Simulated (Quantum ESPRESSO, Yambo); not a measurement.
# LiCl (Fm-3m): changed settings of a GW run in Yambo, part 2 of 2

What do changed inputs do to GW on LiCl (Fm-3m)?

Yambo 5.3.0; PBE and many-body steps on it, plane waves. Known limits of the many-body steps: not at the basis limit.

So far. Step 4 (Core charge in Vxc): Against G0W0 in Yambo (8×8×8 mesh, 88 bands, screening to 176.9 eV, Godby-Needs plasmon pole), the gap moves by −0.171 eV. Step 5 (More G vectors in the random integration): Against G0W0 in Yambo (8×8×8 mesh, 88 bands, screening to 176.9 eV, Godby-Needs plasmon pole), the gap moves by +0.008 eV.

## 6. Exchange cutoff

Level of this step: G0W0 on PBE, plane waves, norm-conserving pseudopotentials (Yambo).

File gw5.in:

```
HF_and_locXC
gw0
dyson
ppa
em1d
rim_cut
RandQpts= 1000000
RandGvec= 1 RL
EXXRLvcs= 132 Ry
VXCRLvcs= 264 Ry
Chimod= "HARTREE"
% BndsRnXp
 1 | 88 |
%
NGsBlkXp= 13 Ry
% LongDrXp
 1 | 1 | 1 |
%
% GbndRnge
 1 | 88 |
%
DysSolver= "n"
ExtendOut
PPAPntXp= 27.21138 eV
% QPkrange
 1 | 1 | 4 | 7 |
%
```

Started as:

```sh
$ OMP_NUM_THREADS=1 mpirun -n 4 yambo -F gw5.in -J gw5,gw1_W -C gw5 > gw5.log
```

The program printed:

```text
 Yambo, version 5.3.0

 [02] CORE Variables Setup
 =========================

  [... cell, symmetries and grids as in the set-up ...]

  [02.05] Energies & Occupations
  ==============================

  [X] === General ===
  [X] Electronic Temperature                        :  0.000000  0.000000 [eV K]
  [X] Bosonic    Temperature                        :  0.000000  0.000000 [eV K]
  [X] Finite Temperature mode                       : no
  [X] El. density                                   :  0.29404E+24 [cm-3]
  [X] Fermi Level                                   :  1.599947 [eV]

  [X] === Gaps and Widths ===
  [X] Conduction Band Min                           :  6.284525 [eV]
  [X] Valence Band Max                              :  0.000000 [eV]
  [X] Filled Bands                                  :   5
  [X] Empty Bands                                   :    6   88
  [X] Direct Gap                                    :  6.284525 [eV]
  [X] Direct Gap localized at k                     :  1
  [X] Indirect Gap                                  :  6.284525 [eV]
  [X] Indirect Gap between kpts                     :  1  1
  [X] Last valence band width                       :  1.084541 [eV]
  [X] 1st conduction band width                     :  3.173329 [eV]

 [03] Transferred momenta grid and indexing
 ==========================================

 IBZ Q-points                                      :  29
 BZ  Q-points                                      :   512

 K/Q-points units:
 rlu = crystal or reduced units; cc = cartesian coordinates; iku = interal k-units

 Q [ 1]         [rlu]:  0.000000  0.000000  0.000000
 Q [ 2]         [rlu]:  0.50511E-17  0.50511E-17  0.12500
 Q [ 3]         [rlu]:  0.10102E-16  0.10102E-16  0.25000
[...]
Q [ 8]         [rlu]: -0.31531E-16  0.12500      0.37500
 Q [ 9]         [rlu]:  0.38737E-17  0.12500      0.50000
 Q [10]         [rlu]: -0.63137E-16  0.12500     -0.37500
     [... 17 further rows ...]
 Q [28]         [rlu]:  0.125000 -0.500000 -0.375000
 Q [29]         [rlu]:  0.250000 -0.500000 -0.250000

 [04] Coloumb potential Random Integration (RIM)
 ===============================================

 Summary of Coulomb integrals for non-metallic bands |Q|[au] RIM/Bare

 Q [1] 0.100000E-4 0.995988 * Q [2] 0.139970 1.066027
 Q [6] 0.161623 1.064767 * Q [12] 0.228570 1.027401
 Q [7] 0.268022 1.020403 * Q [3] 0.279940 1.018022
[...]
Q [26] 0.620727 1.004931 * Q [21] 0.646494 1.004811
 Q [28] 0.666391 1.004626 * Q [20] 0.685710 1.004343
 Q [29] 0.722802 1.004167

 [05] Dipoles
 ============

  [05.01] Setup: observables and procedures
  =========================================

 [06] Dynamic Dielectric Matrix (PPA)
 ====================================

   Sc/G bands                                       :    1   88
   Sc/G damping                                     :  0.100000 ev
   Sc bands terminator                              : no
   Sx RL components                                 :   5985

   QP @ state[ 1 ] K range                          :  1  1
   QP @ state[ 1 ] b range                          :   4   7
   GF energies kind                                 : Perdew, Burke & Ernzerhof(X)+Perdew, Burke & Ernzerhof(C)
   GF WF`s kind                                     : Perdew, Burke & Ernzerhof(X)+Perdew, Burke & Ernzerhof(C)
   Xs energies kind                                 : Perdew, Burke & Ernzerhof(X)+Perdew, Burke & Ernzerhof(C)
   Xs WF`s kind                                     : Perdew, Burke & Ernzerhof(X)+Perdew, Burke & Ernzerhof(C)

 [11] Game Over & Game summary
```

Run time: 46 s. Hardware: 4 MPI ranks of Arm Neoverse V2, shared host; peak memory 1.6 GiB; 3.1 min of CPU time.

Numbers from this step:

| Property | Result |
| --- | --- |
| G0W0 gap on the points computed | 8.943 eV |
| starting gap on the mesh | 6.285 eV |
| k of the valence top | 0, 0, 0 |
| k of the conduction bottom | 0, 0, 0 |
| least direct G0W0 gap on the computed points | 8.943 eV |
| Z at the valence top | 0.8095 |
| Z at the conduction bottom | 0.8514 |

## 7. Damping of G

gw6.in, as its differences from gw5.in of step 6:

```diff
@@ -8,3 +8,3 @@
 RandGvec= 1 RL
-EXXRLvcs= 132 Ry
+EXXRLvcs= 66 Ry
 VXCRLvcs= 264 Ry
@@ -27 +27,2 @@
 %
+GDamping= 0.5 eV
```

Started as:

```sh
$ OMP_NUM_THREADS=1 mpirun -n 4 yambo -F gw6.in -J gw6,gw1_W -C gw6 > gw6.log
```

The program printed:

```text
 Yambo, version 5.3.0

 [02] CORE Variables Setup
 =========================

  [... cell, symmetries and grids as in the set-up ...]

  [02.05] Energies & Occupations
  ==============================

  [X] === General ===
  [X] Electronic Temperature                        :  0.000000  0.000000 [eV K]
  [X] Bosonic    Temperature                        :  0.000000  0.000000 [eV K]
  [X] Finite Temperature mode                       : no
  [X] El. density                                   :  0.29404E+24 [cm-3]
[...]
Sx RL components                                 :  2109

   QP @ state[ 1 ] K range                          :  1  1
   QP @ state[ 1 ] b range                          :   4   7
   GF energies kind                                 : Perdew, Burke & Ernzerhof(X)+Perdew, Burke & Ernzerhof(C)
   GF WF`s kind                                     : Perdew, Burke & Ernzerhof(X)+Perdew, Burke & Ernzerhof(C)
   Xs energies kind                                 : Perdew, Burke & Ernzerhof(X)+Perdew, Burke & Ernzerhof(C)
   Xs WF`s kind                                     : Perdew, Burke & Ernzerhof(X)+Perdew, Burke & Ernzerhof(C)

 [11] Game Over & Game summary
```

It took 46 s on 4 MPI ranks; peak memory 1.6 GiB.

Numbers from this step:

- G0W0 gap on the points computed: 8.945 eV
- starting gap on the mesh: 6.285 eV
- k of the valence top: 0, 0, 0
- k of the conduction bottom: 0, 0, 0
- least direct G0W0 gap on the computed points: 8.945 eV

Against G0W0 in Yambo (8×8×8 mesh, 88 bands, screening to 176.9 eV, Godby-Needs plasmon pole), the gap moves by +0.002 eV.

## 8. Field direction

File gw7.in:

```
HF_and_locXC
gw0
dyson
ppa
em1d
rim_cut
RandQpts= 1000000
RandGvec= 1 RL
EXXRLvcs= 66 Ry
VXCRLvcs= 264 Ry
Chimod= "HARTREE"
% BndsRnXp
 1 | 88 |
%
NGsBlkXp= 13 Ry
% LongDrXp
 1 | 0 | 0 |
%
% GbndRnge
 1 | 88 |
%
DysSolver= "n"
ExtendOut
PPAPntXp= 27.21138 eV
% QPkrange
 1 | 1 | 4 | 7 |
%
```

Started as:

```sh
$ OMP_NUM_THREADS=1 mpirun -n 4 yambo -F gw7.in -J gw7 -C gw7 > gw7.log
```

The program printed:

```text
 Yambo, version 5.3.0

 [02] CORE Variables Setup
 =========================

  [... cell, symmetries and grids as in the set-up ...]

  [02.05] Energies & Occupations
  ==============================

  [X] === General ===
  [X] Electronic Temperature                        :  0.000000  0.000000 [eV K]
  [X] Bosonic    Temperature                        :  0.000000  0.000000 [eV K]
  [X] Finite Temperature mode                       : no
  [X] El. density                                   :  0.29404E+24 [cm-3]
[...]
Sx RL components                                 :  2109

   QP @ state[ 1 ] K range                          :  1  1
   QP @ state[ 1 ] b range                          :   4   7
   GF energies kind                                 : Perdew, Burke & Ernzerhof(X)+Perdew, Burke & Ernzerhof(C)
   GF WF`s kind                                     : Perdew, Burke & Ernzerhof(X)+Perdew, Burke & Ernzerhof(C)
   Xs energies kind                                 : Perdew, Burke & Ernzerhof(X)+Perdew, Burke & Ernzerhof(C)
   Xs WF`s kind                                     : Perdew, Burke & Ernzerhof(X)+Perdew, Burke & Ernzerhof(C)

 [11] Game Over & Game summary
```

Elapsed: 3.7 min, on 4 MPI ranks; peak memory 1.7 GiB; 15 min of CPU time.

This step gave:

```yaml
g0w0_gap_on_the_points_computed: 8.943 eV
starting_gap_on_the_mesh: 6.285 eV
k_of_the_valence_top: 0, 0, 0
k_of_the_conduction_bottom: 0, 0, 0
least_direct_g0w0_gap_on_the_computed_points: 8.943 eV
```

Against G0W0 in Yambo (8×8×8 mesh, 88 bands, screening to 176.9 eV, Godby-Needs plasmon pole), the gap moves by +0.000 eV.

## 9. Exchange cutoff of one rydberg

File gw8.in:

```
HF_and_locXC
gw0
dyson
ppa
em1d
rim_cut
RandQpts= 1000000
RandGvec= 1 RL
EXXRLvcs= 1 Ry
VXCRLvcs= 264 Ry
Chimod= "HARTREE"
% BndsRnXp
 1 | 88 |
%
NGsBlkXp= 13 Ry
% LongDrXp
 1 | 1 | 1 |
%
% GbndRnge
 1 | 88 |
%
DysSolver= "n"
ExtendOut
PPAPntXp= 27.21138 eV
% QPkrange
 1 | 1 | 4 | 7 |
%
```

Started as:

```sh
$ OMP_NUM_THREADS=1 mpirun -n 4 yambo -F gw8.in -J gw8,gw1_W -C gw8 > gw8.log
```

The program printed:

```text
 Yambo, version 5.3.0

 [02] CORE Variables Setup
 =========================

  [... cell, symmetries and grids as in the set-up ...]

  [02.05] Energies & Occupations
  ==============================

  [X] === General ===
  [X] Electronic Temperature                        :  0.000000  0.000000 [eV K]
  [X] Bosonic    Temperature                        :  0.000000  0.000000 [eV K]
  [X] Finite Temperature mode                       : no
  [X] El. density                                   :  0.29404E+24 [cm-3]
  [X] Fermi Level                                   :  1.599947 [eV]

  [X] === Gaps and Widths ===
  [X] Conduction Band Min                           :  6.284525 [eV]
  [X] Valence Band Max                              :  0.000000 [eV]
  [X] Filled Bands                                  :   5
  [X] Empty Bands                                   :    6   88
  [X] Direct Gap                                    :  6.284525 [eV]
  [X] Direct Gap localized at k                     :  1
  [X] Indirect Gap                                  :  6.284525 [eV]
  [X] Indirect Gap between kpts                     :  1  1
  [X] Last valence band width                       :  1.084541 [eV]
  [X] 1st conduction band width                     :  3.173329 [eV]

 [03] Transferred momenta grid and indexing
 ==========================================

 IBZ Q-points                                      :  29
 BZ  Q-points                                      :   512

 K/Q-points units:
 rlu = crystal or reduced units; cc = cartesian coordinates; iku = interal k-units

 Q [ 1]         [rlu]:  0.000000  0.000000  0.000000
 Q [ 2]         [rlu]:  0.50511E-17  0.50511E-17  0.12500
 Q [ 3]         [rlu]:  0.10102E-16  0.10102E-16  0.25000
[...]
Q [ 8]         [rlu]: -0.31531E-16  0.12500      0.37500
 Q [ 9]         [rlu]:  0.38737E-17  0.12500      0.50000
 Q [10]         [rlu]: -0.63137E-16  0.12500     -0.37500
     [... 17 further rows ...]
 Q [28]         [rlu]:  0.125000 -0.500000 -0.375000
 Q [29]         [rlu]:  0.250000 -0.500000 -0.250000

 [04] Coloumb potential Random Integration (RIM)
 ===============================================

 Summary of Coulomb integrals for non-metallic bands |Q|[au] RIM/Bare

 Q [1] 0.100000E-4 0.995988 * Q [2] 0.139970 1.066027
 Q [6] 0.161623 1.064767 * Q [12] 0.228570 1.027401
 Q [7] 0.268022 1.020403 * Q [3] 0.279940 1.018022
[...]
Q [26] 0.620727 1.004931 * Q [21] 0.646494 1.004811
 Q [28] 0.666391 1.004626 * Q [20] 0.685710 1.004343
 Q [29] 0.722802 1.004167

 [05] Dipoles
 ============

  [05.01] Setup: observables and procedures
  =========================================

 [06] Dynamic Dielectric Matrix (PPA)
 ====================================

   Sc/G bands                                       :    1   88
   Sc/G damping                                     :  0.100000 ev
   Sc bands terminator                              : no
   Sx RL components                                 :   9

   QP @ state[ 1 ] K range                          :  1  1
   QP @ state[ 1 ] b range                          :   4   7
   GF energies kind                                 : Perdew, Burke & Ernzerhof(X)+Perdew, Burke & Ernzerhof(C)
   GF WF`s kind                                     : Perdew, Burke & Ernzerhof(X)+Perdew, Burke & Ernzerhof(C)
   Xs energies kind                                 : Perdew, Burke & Ernzerhof(X)+Perdew, Burke & Ernzerhof(C)
   Xs WF`s kind                                     : Perdew, Burke & Ernzerhof(X)+Perdew, Burke & Ernzerhof(C)

 [11] Game Over & Game summary
```

Run time: 46 s. Hardware: 4 MPI ranks; peak memory 1.6 GiB.

The run ended normally, though the input holds a fault or crude settings.

The fault put into this input: exchange cutoff of one rydberg. It printed a gap of 6.81 eV, an artefact of the input.

## 10. Two empty bands

File gw9.in:

```
HF_and_locXC
gw0
dyson
ppa
em1d
rim_cut
RandQpts= 1000000
RandGvec= 1 RL
EXXRLvcs= 66 Ry
VXCRLvcs= 264 Ry
Chimod= "HARTREE"
% BndsRnXp
 1 | 7 |
%
NGsBlkXp= 13 Ry
% LongDrXp
 1 | 1 | 1 |
%
% GbndRnge
 1 | 7 |
%
DysSolver= "n"
ExtendOut
PPAPntXp= 27.21138 eV
% QPkrange
 1 | 1 | 4 | 7 |
%
```

Started as:

```sh
$ OMP_NUM_THREADS=1 mpirun -n 4 yambo -F gw9.in -J gw9 -C gw9 > gw9.log
```

The program printed:

```text
 Yambo, version 5.3.0

 [02] CORE Variables Setup
 =========================

  [... cell, symmetries and grids as in the set-up ...]

  [02.05] Energies & Occupations
  ==============================

  [X] === General ===
  [X] Electronic Temperature                        :  0.000000  0.000000 [eV K]
  [X] Bosonic    Temperature                        :  0.000000  0.000000 [eV K]
  [X] Finite Temperature mode                       : no
  [X] El. density                                   :  0.29404E+24 [cm-3]
  [X] Fermi Level                                   :  1.599947 [eV]

  [X] === Gaps and Widths ===
  [X] Conduction Band Min                           :  6.284525 [eV]
  [X] Valence Band Max                              :  0.000000 [eV]
  [X] Filled Bands                                  :   5
  [X] Empty Bands                                   :    6   88
  [X] Direct Gap                                    :  6.284525 [eV]
  [X] Direct Gap localized at k                     :  1
  [X] Indirect Gap                                  :  6.284525 [eV]
  [X] Indirect Gap between kpts                     :  1  1
  [X] Last valence band width                       :  1.084541 [eV]
  [X] 1st conduction band width                     :  3.173329 [eV]

 [03] Transferred momenta grid and indexing
 ==========================================

 IBZ Q-points                                      :  29
 BZ  Q-points                                      :   512

 K/Q-points units:
 rlu = crystal or reduced units; cc = cartesian coordinates; iku = interal k-units

 Q [ 1]         [rlu]:  0.000000  0.000000  0.000000
 Q [ 2]         [rlu]:  0.50511E-17  0.50511E-17  0.12500
 Q [ 3]         [rlu]:  0.10102E-16  0.10102E-16  0.25000
[...]
================================================

 [VXC] Plane waves :  16529
 [EXS] Plane waves :  2109

 QP @ state[ 1 ] K range:  1  1
 QP @ state[ 1 ] b range:   4   7

 [xc] Functional : Perdew, Burke & Ernzerhof(X)+Perdew, Burke & Ernzerhof(C)
 [xc] LIBXC used to calculate xc functional
  PP Number of Atomic Species                      :  2
  NLCC RL compoments                               :  16529
  PP Number of Atomic Species                      :  2
  NLCC RL compoments                               :  16529

 [xc] E_xc :  -4.646387 [Ha]
      E_xc :  -9.292774 [Ry]

  Local XC kind (lXC) : Perdew, Burke & Ernzerhof(X)+Perdew, Burke & Ernzerhof(C)
  Non-Local XC kind (nlXC) : Hartree-Fock

  Corrections @ K [1] :  [eV]
 <4|nlXC|4> = -19.00553  0.55678E-18 <4|lXC|4> = -14.69342 -0.41865E-21
 <5|nlXC|5> = -19.00552 -0.52692E-17 <5|lXC|5> = -14.69342  0.47205E-16
 <6|nlXC|6> = -4.764839  0.18050E-17 <6|lXC|6> = -9.169883 -0.18884E-15
 <7|nlXC|7> = -4.379092  0.34840E-18 <7|lXC|7> = -9.606781 -0.47204E-16

 [08] Dyson equation: Newton solver
 ==================================

  [08.01] G0W0 (W PPA)
  ====================

  [  GW  ] Bands range     :   1   7
  [GW/PPA] G damping       :  0.100000 [eV]

  QP @ state[ 1 ] K range:  1  1
  QP @ state[ 1 ] b range:   4   7

   Sc/G bands                                       :   1   7
   Sc/G damping                                     :  0.100000 ev
   Sc bands terminator                              : no
   Sx RL components                                 :  2109

   QP @ state[ 1 ] K range                          :  1  1
   QP @ state[ 1 ] b range                          :   4   7
   GF energies kind                                 : Perdew, Burke & Ernzerhof(X)+Perdew, Burke & Ernzerhof(C)
   GF WF`s kind                                     : Perdew, Burke & Ernzerhof(X)+Perdew, Burke & Ernzerhof(C)
   Xs energies kind                                 : Perdew, Burke & Ernzerhof(X)+Perdew, Burke & Ernzerhof(C)
   Xs WF`s kind                                     : Perdew, Burke & Ernzerhof(X)+Perdew, Burke & Ernzerhof(C)

 [11] Game Over & Game summary
```

It took 15 s on 4 MPI ranks; peak memory 1.4 GiB.

The run ended normally, though the input holds a fault or crude settings.

The fault put into this input: two empty bands. It printed a gap of 10.43 eV, an artefact of the input.

## 11. The runs together

Times are wall times on 4 MPI ranks of Arm Neoverse V2, shared host, good to a factor of about two.

| run | mesh | bands | screening cutoff (eV) | DFT gap (eV) | gap on the mesh (eV) | direct (eV) | time |
| --- | --- | --- | --- | --- | --- | --- | --- |
| base | 8×8×8 | 88 | 176.9 | 6.285 | 8.943 | 8.943 | 3.8 min |
| no random integration | 8×8×8 | 88 | 176.9 | 6.285 | 8.881 | 8.881 | 46 s |
| core charge in Vxc | 8×8×8 | 88 | 176.9 | 6.285 | 8.772 | 8.772 | 46 s |
| more G vectors in the random integration | 8×8×8 | 88 | 176.9 | 6.285 | 8.951 | 8.951 | 4.6 min |
| exchange cutoff | 8×8×8 | 88 | 176.9 | 6.285 | 8.943 | 8.943 | 46 s |
| damping of G | 8×8×8 | 88 | 176.9 | 6.285 | 8.945 | 8.945 | 46 s |
| field direction | 8×8×8 | 88 | 176.9 | 6.285 | 8.943 | 8.943 | 3.7 min |

## 12. Summary of results

* base: 8.943 eV
* no random integration: 8.881 eV
* core charge in Vxc: 8.772 eV
* more G vectors in the random integration: 8.951 eV
* exchange cutoff: 8.943 eV
* damping of G: 8.945 eV
* field direction: 8.943 eV
* known limits: not at the basis limit

**Reading.** No random integration: −0.062 eV against base (keys changed: RandQpts). Core charge in Vxc: −0.171 eV against base (keys changed: UseNLCC). More G vectors in the random integration: +0.008 eV against base (keys changed: RandGvec and QpgFull; the shift is their joint effect). Exchange cutoff: no change against base (keys changed: EXXRLvcs). Damping of G: +0.002 eV against base (keys changed: GDamping). Field direction: no change against base (keys changed: LongDrXp). Bands and cutoff are finite, so the gap is not at the basis limit. The miss can reach some tenths of an eV and take either sign; the mesh is an error of its own. In the G0W0 runs levels were corrected at 1 k point alone, so a gap called «on the mesh» is the least over those, and an edge elsewhere would be missed.

[Paths, hosts, dates, memory and timing lines, banners, echoed tables and standing remarks are left out of the program output.]

[Logs are printed without paths, hosts, clocks, repeated set-up lines and the standing remarks that a program may print on its own settings, such as how far it seeks lower states.]

[Runs of the session that timed out or met a known fault of the program may be left out.]

[Hosts, paths, dates, database ids (printed as entryN), source tags and the programs' standing remarks are cut or masked in the printed files.]
